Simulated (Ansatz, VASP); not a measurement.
**Ti in VASP and in Ansatz**

```
Ti
1.0
     0.00000    2.05916    2.05916
     2.05916    0.00000    2.05916
     2.05916    2.05916    0.00000
Ti
1
Direct
  0.00000 0.00000 0.00000
```

Alike in both runs: task single point; functional PBE; k mesh 18 × 18 × 18; occupations gaussian, width 0.05 eV; no spin polarisation.

|  | VASP | Ansatz |
| --- | --- | --- |
| version | VASP 6.6.1 | Ansatz 0.2.0 |
| potentials or method | VASP PAW PBE potentials, release 64 (Ti_sv) | scalar-relativistic, plane waves, PAW |
| plane-wave cutoff (eV) | 520 | 600 |
| valence electrons in the cell | 12 | 12 |

|  | VASP | Ansatz | Ansatz less VASP |
| --- | --- | --- | --- |
| gap on the k mesh at the Fermi level (eV) | none | none | - |
| pressure (GPa) | -0.8 | -0.5 | +0.26 |

A gap of «none» marks a metal or a gap that the smearing closes.
